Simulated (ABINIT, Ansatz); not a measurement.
# BN (F-43m): zone-centre phonons, part 2 of 2

Aim: the zone-centre modes of BN (F-43m).

ABINIT 10.8.3; DFT LDA, scalar-relativistic, plane waves, PseudoDojo norm-conserving pseudopotentials.

So far. Step 3 (Self-consistent run for the response): The cell stands at -1.1 GPa: the relaxation ran with a smoothed cutoff and on another k mesh. Step 5 (Zone-centre response): The acoustic modes at Γ come out as far as 0.6 cm⁻¹ from zero, where they should vanish, a small numerical error; the Born charges miss their sum rule by 2.3e-4 e, which is good. The relaxed cell has a = 3.582 Å (conventional setting).

## Step 6: Zone-centre analysis

anaddb reads the merged derivatives, imposes the acoustic sum rule and charge neutrality, and adds the LO-TO term along chosen directions.

File anaddb.abi:

```
ddb_filepath "gamma_DDB"
output_file "anaddb.abo"
outdata_prefix "anaddb"
asr 1
chneut 1
enunit 2
eivec 1
nph1l 1
qph1l 0.0 0.0 0.0 1.0
dieflag 1
nph2l 3
qph2l 
    1.0 0.0 0.0 0.0
    0.0 0.0 1.0 0.0
    1.0 1.0 1.0 0.0
```

File mrgddb.in:

```
gamma_DDB
merged
2
dfpt_gammao_DS2_DDB
gso_DDB
```

The run is started by

```console
mrgddb < mrgddb.in > mrgddb.log
OMP_NUM_THREADS=1 anaddb anaddb.abi > anaddb.log
```

anaddb.abo, the main output file:

```text
[banners, grids, parts of the stress and lines that vanish by symmetry left out]
-outvars_anaddb: echo values of input variables ----------------------

 Flags :
[...]
Dielectric Tensor and Effective Charges
[...]
Effective charge tensors after
[...]
Phonon wavevector (reduced coordinates) :  0.00000  0.00000  0.00000
 Phonon energies in Hartree :
[...]
Phonon energies in meV     :
-  0.000000E+00  0.000000E+00  0.000000E+00  1.324652E+02  1.324652E+02
-  1.324652E+02
 Phonon frequencies in cm-1    :
-  0.000000E+00  0.000000E+00  0.000000E+00  1.068404E+03  1.068404E+03
-  1.068404E+03
 Phonon frequencies in Thz     :
-  0.000000E+00  0.000000E+00  0.000000E+00  3.202994E+01  3.202994E+01
-  3.202994E+01
 Phonon energies in Kelvin  :
-  0.000000E+00  0.000000E+00  0.000000E+00  1.537195E+03  1.537195E+03
-  1.537195E+03
[...]
-  1  0.00000000E+00  8.83196591E-07 -4.70152522E-03
-     0.00000000E+00  0.00000000E+00  0.00000000E+00
-  2  0.00000000E+00  8.83196794E-07 -4.70152630E-03
-     0.00000000E+00  0.00000000E+00  0.00000000E+00
[...]
-  1  1.55706863E-06  4.70152496E-03  8.83196615E-07
-     0.00000000E+00  0.00000000E+00  0.00000000E+00
-  2  1.55706899E-06  4.70152604E-03  8.83196818E-07
-     0.00000000E+00  0.00000000E+00  0.00000000E+00
[...]
-  1  4.70152504E-03 -1.55706864E-06  0.00000000E+00
-     0.00000000E+00  0.00000000E+00  0.00000000E+00
-  2  4.70152612E-03 -1.55706900E-06  0.00000000E+00
-     0.00000000E+00  0.00000000E+00  0.00000000E+00
[...]
-  1  0.00000000E+00 -3.57337180E-07 -5.35148702E-03
-     0.00000000E+00  0.00000000E+00  0.00000000E+00
-  2  0.00000000E+00  2.75808030E-07  4.13050523E-03
-     0.00000000E+00  0.00000000E+00  0.00000000E+00
[...]
-  1  1.32959825E-06  5.35148685E-03 -3.57325477E-07
-     0.00000000E+00  0.00000000E+00  0.00000000E+00
-  2 -1.02624047E-06 -4.13050511E-03  2.75798997E-07
-     0.00000000E+00  0.00000000E+00  0.00000000E+00
[...]
-  1  5.35148686E-03 -1.32959511E-06  0.00000000E+00
-     0.00000000E+00  0.00000000E+00  0.00000000E+00
-  2 -4.13050512E-03  1.02623804E-06  0.00000000E+00
-     0.00000000E+00  0.00000000E+00  0.00000000E+00
[...]
-     1         -0.000000    -0.000000     0.000000     0.000000
-     2         -0.000000    -0.000000    -0.000000     0.000000
-     3         -0.000000     0.000000     0.000000     0.000000
-     4          0.000023    -0.000176    -2.634720     2.634720
-     5          0.000655     2.634720    -0.000176     2.634720
-     6          2.634720    -0.000655     0.000023     2.634720
[...]
-   1     Real    0.0000E+00  0.0000E+00  0.0000E+00  0.0000E+00  0.0000E+00  0.0000E+00  0.0000E+00
[...]
-   2     Real    0.0000E+00  0.0000E+00  0.0000E+00  0.0000E+00  0.0000E+00  0.0000E+00  0.0000E+00
[...]
-   3     Real    0.0000E+00  0.0000E+00  0.0000E+00  0.0000E+00  0.0000E+00  0.0000E+00  0.0000E+00
[...]
-   4     Real    2.4532E-14  1.4145E-12  3.1723E-04 -1.8628E-13 -2.7897E-09  2.1183E-08  3.1723E-04
[...]
-   5     Real    1.9583E-11  3.1723E-04  1.4144E-12  7.8818E-08 -5.2628E-12 -2.1182E-08  3.1723E-04
[...]
-   6     Real    3.1723E-04  1.9583E-11  2.4624E-14 -7.8818E-08  2.7949E-09 -6.9441E-13  3.1723E-04
[...]
Phonon at Gamma, with non-analyticity in the
[...]
Phonon energies in Hartree :
[...]
Phonon energies in meV     :
-  0.000000E+00  0.000000E+00  0.000000E+00  1.324652E+02  1.324652E+02
-  1.612279E+02
 Phonon frequencies in cm-1    :
-  0.000000E+00  0.000000E+00  0.000000E+00  1.068404E+03  1.068404E+03
-  1.300390E+03
 Phonon frequencies in Thz     :
-  0.000000E+00  0.000000E+00  0.000000E+00  3.202994E+01  3.202994E+01
-  3.898472E+01
 Phonon energies in Kelvin  :
-  0.000000E+00  0.000000E+00  0.000000E+00  1.537195E+03  1.537195E+03
-  1.870972E+03
[...]
-  1  0.00000000E+00  8.83720743E-07 -4.70152522E-03
-     0.00000000E+00  0.00000000E+00  0.00000000E+00
-  2  0.00000000E+00  8.83720945E-07 -4.70152630E-03
-     0.00000000E+00  0.00000000E+00  0.00000000E+00
[...]
Phonon at Gamma, with non-analyticity in the
[...]
Phonon energies in Hartree :
[...]
Phonon energies in meV     :
-  0.000000E+00  0.000000E+00  0.000000E+00  1.324652E+02  1.324652E+02
-  1.612279E+02
 Phonon frequencies in cm-1    :
-  0.000000E+00  0.000000E+00  0.000000E+00  1.068404E+03  1.068404E+03
-  1.300390E+03
 Phonon frequencies in Thz     :
-  0.000000E+00  0.000000E+00  0.000000E+00  3.202994E+01  3.202994E+01
-  3.898472E+01
 Phonon energies in Kelvin  :
-  0.000000E+00  0.000000E+00  0.000000E+00  1.537195E+03  1.537195E+03
-  1.870972E+03
[...]
Phonon at Gamma, with non-analyticity in the
[...]
Phonon energies in Hartree :
[...]
Phonon energies in meV     :
-  0.000000E+00  0.000000E+00  0.000000E+00  1.324652E+02  1.324652E+02
-  1.612279E+02
 Phonon frequencies in cm-1    :
-  0.000000E+00  0.000000E+00  0.000000E+00  1.068404E+03  1.068404E+03
-  1.300390E+03
 Phonon frequencies in Thz     :
-  0.000000E+00  0.000000E+00  0.000000E+00  3.202994E+01  3.202994E+01
-  3.898472E+01
 Phonon energies in Kelvin  :
-  0.000000E+00  0.000000E+00  0.000000E+00  1.537195E+03  1.537195E+03
-  1.870972E+03
[...]
-  1  2.95427759E-05 -4.70080863E-03 -7.65911635E-05
-     0.00000000E+00  0.00000000E+00  0.00000000E+00
-  2  2.95429005E-05 -4.70080959E-03 -7.65910633E-05
-     0.00000000E+00  0.00000000E+00  0.00000000E+00
[...]
-  1  4.70138669E-03  2.92004021E-05  2.12445291E-05
-     0.00000000E+00  0.00000000E+00  0.00000000E+00
-  2  4.70138765E-03  2.92002909E-05  2.12444160E-05
-     0.00000000E+00  0.00000000E+00  0.00000000E+00
[...]
-  1  1.05978409E-03  3.14119090E-03 -4.20097499E-03
-     0.00000000E+00  0.00000000E+00  0.00000000E+00
-  2 -8.17986423E-04 -2.42450470E-03  3.24249113E-03
-     0.00000000E+00  0.00000000E+00  0.00000000E+00
[...]
-  1  4.23900145E-03 -3.03730067E-03 -1.20170078E-03
-     0.00000000E+00  0.00000000E+00  0.00000000E+00
-  2 -3.27184157E-03  2.34431781E-03  9.27523762E-04
-     0.00000000E+00  0.00000000E+00  0.00000000E+00
[...]
Direction                     Dielectric constant
[...]
0.00000   0.00000   1.00000      6.67642924
   1.00000   1.00000   1.00000      6.67642924
-
```

Wall time 0.7 s (1 thread of Intel Xeon 6975P-C (Granite Rapids), shared host).

This step gave:

```
mean static dielectric constant      : 6.676
highest mode moved by the LO-TO term : 1300 cm⁻¹
```

No LO-TO term; unit eigenvectors of the mass-weighted matrix, from anaddb's displacements. The modes at Γ (shares of kinetic energy by element, %):

| mode | frequency (cm⁻¹) | symmetry | B % | N % |
| --- | --- | --- | --- | --- |
| 1 | 0.0 | acoustic | 44 | 56 |
| 2 | 0.0 | acoustic | 44 | 56 |
| 3 | 0.0 | acoustic | 44 | 56 |
| 4 | 1068.4 | T2 | 56 | 44 |
| 5 | 1068.4 | T2 | 56 | 44 |
| 6 | 1068.4 | T2 | 56 | 44 |

Displacements in mode 5 (1068.4 cm⁻¹), the largest set to 1:
```
B1   0.00  1.00  0.00
N2   0.00 -0.77  0.00
```

Trace of the oscillator strength, degenerate modes summed. Infrared lines, with heights relative to the strongest:

```
position (cm⁻¹)  lines merged  IR intensity, relative
           1068             3                     100
```

Static dielectric tensor (ions relaxed, fixed cell):

```
6.68 0.00 0.00
0.00 6.68 0.00
0.00 0.00 6.68
```

The rule moves no optical mode by more than 0.1 cm⁻¹.

## Step 7: A second program

The same cell, potentials and cutoff go through another code, on another k mesh. Its k mesh is centred on Γ.

This step: DFT LDA, scalar-relativistic, plane waves, PseudoDojo norm-conserving pseudopotentials (Ansatz 0.2.0).

File input.yaml:

```yaml
crystal:
  lattice:
    - [0.0, 1.7909829907, 1.7909829907]
    - [1.7909829907, 0.0, 1.7909829907]
    - [1.7909829907, 1.7909829907, 0.0]
  atoms:
    - { symbol: B, position: [0.0, 0.0, 0.0] }
    - { symbol: "N", position: [0.75, 0.75, 0.75] }
kpoints:
  mp_grid: { grid: [12, 12, 12] }
hamiltonian:
  xc: lda
  pseudopotentials: { kind: nc, accuracy: standard }
scf:
  occupations: { method: fixed }
output:
  eigenvalues: true
basis:
  ecutwfc: 979.61
phonons:
  method: dfpt
  dielectric: true
  rigid_motions: translations
```

The run is started by

```console
ansatz run input.yaml --threads 2 --pin off --max-ram 4096MiB --backend cpu --events-out ev --progress --plain --runs-dir out
```

The log of the run:

```text
Warning: basis.ecutwfc = 979.61 eV is below the records' recommended 1142.878222 eV, and the density's cutoff is lower with it unless basis.ecutrho_ratio is high enough to keep the records' density cutoff: compare with a run at a higher cutoff
Engine: ansatz 0.2.0, x86_64-unknown-linux-gnu
Pseudopotentials: kind: nc
Pseudopotential: B, nc, valence charge 3, recommended cutoff 1034.032677 eV (normal), B.nc.azcp (PseudoDojo's, or run here from an input of PseudoDojo's; its table is named by hamiltonian.pseudopotentials.accuracy)
Pseudopotential: N, nc, valence charge 5, recommended cutoff 1142.878222 eV (normal), N.nc.azcp (PseudoDojo's, or run here from an input of PseudoDojo's; its table is named by hamiltonian.pseudopotentials.accuracy)
Functional definition: SPW92
  exchange = slater_x
  correlation = pw_c
Crystal: 2 atoms, lattice volume = 11.490 Å³
Basis set: ecut = 979.61 eV, 821 PW (Γ), exchange–correlation on 54×54×54 points (8 copies of the dense FFT grid, shifted against one another)
Bands: 8, of which v1, the nominal top of the filled ones, is band 4 counted from 1 (3 counted from 0)
Symmetry: 24 space group operations
k-points: 280 of 1728 (irreducible under 4 space group operations, time reversal used)
Non-local potential: B, projectors of the file, l = 0: 2, l = 1: 2
Non-local potential: N, projectors of the file, l = 0: 2, l = 1: 2
Initial density: superposition of atomic densities (chi_scale 0.1, normalization cell, long waves kept (reshape's long-wave potential 0.00 eV rms))
Initial wavefunctions: pseudopotential atomic-orbital guess
Functional: x = slater, c = lda
SCF iter   1: F=—  HF=-366.173216 eV  |F-HF|=—  |Δ(HF+E_count)|=         —  Δρ=1.58e-1  dr2=2.27e0  ethr=3.10e-3  ⟨swp⟩=5.2  Hψ=14453  notcnv=0  defer=391
preconditioner: auto → none  [insulator: Δε(μ)=5.977 eV  Ē_g=20.689 eV  n_scr=0 (ndim 8)  ℏωp=31.0 eV  f_vac=0.000  ε∞_Penn≈3.2]
SCF iter   2: F=—  HF=-365.419918 eV  |F-HF|=—  |Δ(HF+E_count)|=   7.53e-1  Δρ=6.24e-2  dr2=2.56e-1  ethr=3.10e-3  ⟨swp⟩=2.3  Hψ=6437  notcnv=0  defer=448
SCF iter   3: F=—  HF=-365.341958 eV  |F-HF|=—  |Δ(HF+E_count)|=   7.80e-2  Δρ=2.14e-2  dr2=3.35e-2  ethr=3.10e-3  ⟨swp⟩=3.3  Hψ=3934  notcnv=0  defer=505
SCF iter   4: F=—  HF=-365.331305 eV  |F-HF|=—  |Δ(HF+E_count)|=   1.07e-2  Δρ=2.78e-3  dr2=3.05e-4  ethr=4.18e-4  ⟨swp⟩=3.8  Hψ=4224  notcnv=0  defer=543
SCF iter   5: F=—  HF=-365.331259 eV  |F-HF|=—  |Δ(HF+E_count)|=   4.58e-5  Δρ=1.77e-4  dr2=1.28e-6  ethr=3.82e-6  ⟨swp⟩=2.0  Hψ=2758  notcnv=0  defer=543
SCF iter   6: F=—  HF=-365.331260 eV  |F-HF|=—  |Δ(HF+E_count)|=   2.59e-7  Δρ=2.78e-5  dr2=1.47e-8  ethr=1.60e-8  ⟨swp⟩=2.0  Hψ=3094  notcnv=0  defer=102
SCF iter   7: F=—  HF=-365.331260 eV  |F-HF|=—  |Δ(HF+E_count)|=   1.78e-9  Δρ=1.01e-5  dr2=2.66e-9  ethr=1.83e-10  ⟨swp⟩=2.6  Hψ=3337  notcnv=0  defer=102
SCF iter   8: F=—  HF=-365.331260 eV  |F-HF|=—  |Δ(HF+E_count)|=  8.53e-10  Δρ=2.83e-6  dr2=2.07e-10  ethr=3.33e-11  ⟨swp⟩=1.0  Hψ=2240  notcnv=0  defer=102
SCF iter   9: F=-365.331260 eV  HF=-365.331260 eV  |F-HF|=7.96e-13  |Δ(HF+E_count)|=  6.78e-11  Δρ=2.58e-7  dr2=1.71e-12  ethr=1.25e-12  ⟨swp⟩=8.1  Hψ=12754  notcnv=0
SCF 1 converged in 9 iterations: F = -365.331260 eV  dr2 = 1.71e-12
NSCF: frozen V_eff on 1 k-points
DFPT response loops at Γ: preconditioner auto → none (the input reference at scf.mixing.eps_inf says where Resta's filter doesn't serve); β = 0.50; Broyden in place of MSR1
SCF converged after 9 iterations
Free energy (F): -365.331260 eV
Harris-Foulkes:  -365.331260 eV  (|F-HF|=7.96e-13)
Internal energy: -365.331260 eV  (E = F + TS)
E sigma→0 (E₀):  -365.331260 eV
Fermi energy:    11.354677 eV
--- Per-component energies (eV) ---
  E_band       = 27.160390
  E_kinetic    = 259.214409
  E_local      = -159.236472  (includes V_loc(G=0)·N_el)
  E_nonlocal   = -32.197227
  E_hartree    = 47.544668
  E_xc         = -118.966851
  E_vxc        = -135.709653  (∫ρ·V_xc dr)
  E_ewald      = -361.689786
  E_smearing   = -0.000000  (= −TS)
  E_closure    = 0.000000  (closes the sum)
  Σ components = -365.331260   (vs F -365.331260, Δ=0.00e0)
--- Band table (eV; the first three rows and the last of 280) ---
  k-point 0: bands = ["-9.0223", "11.3547", "11.3547", "11.3547", "20.2338", "20.2338", "20.2338", "22.2456"]
  k-point 1: bands = ["-8.8489", "10.4350", "11.1667", "11.1667", "20.4971", "20.5158", "20.5158", "22.7579"]
  k-point 2: bands = ["-8.3344", "8.3088", "10.7104", "10.7104", "20.9235", "21.1677", "21.1677", "23.9773"]
  k-point 279: bands = ["-2.8282", "3.7268", "4.1205", "4.5965", "20.9586", "24.9622", "25.8867", "26.4665"]
--- Phonons (Γ-DFPT): 2 representative perturbations + reference, on 280 of 1728 k-points (Σ response iterations 6) ---
  k mesh reduced under 4 symmetry operations, with k and −k counted as one. Each operation leaves every solved perturbation unchanged. A smaller set is not considered because the run solves the response to a homogeneous field
  ASR residual: 1.889e-4 → 0.000e0 eV/Å²; symmetrization residual: 3.575e-7 eV/Å²
  ASR residual per site (eV/Å²): 4.03e-5 1.89e-4
  Γ frequencies (cm⁻¹): 0.00 0.00 0.00 1068.42 1068.42 1068.42
  ε∞ (high-frequency dielectric tensor):
        4.506597     0.000000     0.000000
       -0.000000     4.506597     0.000000
        0.000000     0.000000     4.506597
  ε⁰ (static dielectric tensor: ions relaxed, cell fixed):
        6.676539     0.000000     0.000000
       -0.000000     6.676539     0.000000
        0.000000     0.000000     6.676539
  ε⁰ − ε∞ (ionic part):
        2.169942     0.000000     0.000000
        0.000000     2.169942     0.000000
        0.000000     0.000000     2.169942
  softest optical mode at Γ: 1068.42 cm⁻¹; the repairs (sum rule, projections) moved no ω² at Γ by more than (1.93 cm⁻¹)²
  Born effective charges Z* (e; rows j = field, columns β = displacement):
    site 0:
         1.87853   -0.00000    0.00000
         0.00000    1.87853    0.00000
         0.00000   -0.00000    1.87853
    site 1:
        -1.87853    0.00000   -0.00000
        -0.00000   -1.87853   -0.00000
        -0.00000    0.00000   -1.87853
  Z* charge neutrality: 2.814e-6 e pre-enforcement
  k-mesh period / interband length: 30.4 Å / 1.28 Å = 23.69 at k = (0.0000, -0.5000, -0.5000), direct gap 9.526 eV — 14 or more, which is no proof of convergence
  optical modes at Γ without the LO–TO term, one row a degenerate level:
      ω (cm⁻¹)  modes    IR ((D/Å)²/amu)
       1068.42      3            40.0313
  optical modes at Γ + LO–TO along q̂ = [1.0000, 0.0000, 0.0000]:
      ω (cm⁻¹)  modes    IR ((D/Å)²/amu)
       1068.42      2            26.6875
       1300.45      1            13.3438
  optical modes at Γ + LO–TO along q̂ = [0.0000, 1.0000, 0.0000]:
      ω (cm⁻¹)  modes    IR ((D/Å)²/amu)
       1068.42      2            26.6875
       1300.45      1            13.3438
  optical modes at Γ + LO–TO along q̂ = [0.0000, 0.0000, 1.0000]:
      ω (cm⁻¹)  modes    IR ((D/Å)²/amu)
       1068.42      2            26.6875
       1300.45      1            13.3438
```

It took 8 s on 2 threads; peak memory 0.53 GiB.

This step gave:

| Quantity | Value |
| --- | --- |
| sum-rule residual before enforcement | 1.89e-4 eV/Å² |
| miss of the charge sum rule | 2.81e-6 e |

Transverse modes. Infrared lines, with heights relative to the strongest:

```
position (cm⁻¹)  label  IR intensity ((D/Å)²/amu), degenerate modes summed, relative
           1068     T2                                                           100
```

## Step 8: The two compared: ABINIT PseudoDojo and Ansatz, PseudoDojo

Worked out from the results:

* root-mean-square difference: 0.02 cm⁻¹
* largest difference: 0.02 cm⁻¹

Frequencies side by side, by row:

```
q (reciprocal lattice)  mode  ABINIT PseudoDojo (cm⁻¹)  Ansatz, PseudoDojo (cm⁻¹)
                 0 0 0     1                         0                          0
                 0 0 0     2                         0                          0
                 0 0 0     3                         0                          0
                 0 0 0     4                      1068                       1068
                 0 0 0     5                      1068                       1068
                 0 0 0     6                      1068                       1068
```

The two runs side by side. Further quantities:

| quantity | ABINIT PseudoDojo | Ansatz, PseudoDojo |
| --- | --- | --- |
| mean ε∞ | 4.507 | 4.507 |
| largest Born charge in size (e; the first before, the second after the charge sum rule) | 1.879 | 1.879 |
| summed IR intensity ((D/Å)²/amu) | 40.02 | 40.03 |

At the zone centre the largest difference (acoustic modes at Γ apart) is 0.002 % of the highest mode.

## Step 9: Results

```yaml
space_group_after_relaxation: F-43m
volume_per_atom: 5.74 Å³
highest_optical_zone_centre_mode_no_lo_to_term: 1068 cm⁻¹
highest_mode_moved_by_the_lo_to_term: 1300 cm⁻¹
mean_high_frequency_dielectric_constant: 4.51
largest_born_charge_in_size_third_of_the_trace: 1.88 e
mean_static_dielectric_constant: 6.68
imaginary_optical_modes_at_the_zone_centre_no_q_mesh_in_this_session: none
largest_difference_from_ansatz_pseudodojo: 0.02 cm⁻¹
```

**Reading.** At the LDA level the optical modes of BN (F-43m) at the zone centre (no LO-TO term) lie at 1068 cm⁻¹. The base run prints -1.1 GPa, mostly the error of a finite basis; the relaxation, with a smoothed cutoff, had brought the cell to rest. Along the directions run, the highest mode that the macroscopic field moves lies at 1300 cm⁻¹. Lattice motion raises the mean dielectric constant from 4.507 to 6.676. The Lyddane-Sachs-Teller relation holds: (ωLO/ωTO)² is 1.48 and ε₀/ε∞ is 1.48. ABINIT PseudoDojo and Ansatz, PseudoDojo agree to 0.02 cm⁻¹ (0.002 % of the highest mode compared) on all solved modes but the acoustic ones at Γ, without the LO-TO term. These are harmonic frequencies at zero temperature: anharmonic shifts and linewidths and thermal expansion are left out. Ansatz warns that the cutoff lies 14 % under the one recommended for these files; agreement at one cutoff is not convergence. The structure comes from a database by way of an earlier relaxation and need not be the phase that is stable at ambient conditions.

Calculation against experiment:

| quantity | measured | LDA PseudoDojo norm-conserving, ABINIT | LDA PseudoDojo norm-conserving |
| --- | --- | --- | --- |
| lattice constant a (Å) | 3.6152 | 3.582 (-0.9 %) | - |
| Raman mode, TO phonon at Gamma (cm⁻¹) | 1056 | 1068 (+1.2 %) | 1068 (+1.2 %) |

Measured values from arxiv:cond-mat/0702656 (2007) and arxiv:1812.11146 (2018).

How well it matches: The lattice constant a is off by -0.9 %: fair agreement. The Raman mode is off by +1.2 % at LDA PseudoDojo norm-conserving, ABINIT: good agreement. The grades are ours: good and fair within 0.7 and 1.5 % for the lattice constant a and 3 and 7 % for the Raman mode. For lattice constants and Raman mode the calculation has a static lattice, without zero-point motion or thermal expansion (measured at up to 295 K).

[Host names and launcher messages were left out of these logs when they were recorded.]

[Logs are printed without paths, hosts, clocks, repeated set-up lines and the standing remarks that a program may print on its own settings, such as how far it seeks lower states.]

[Hosts, paths, dates, database ids (printed as entryN), source tags and the programs' standing remarks are cut or masked in the printed files.]
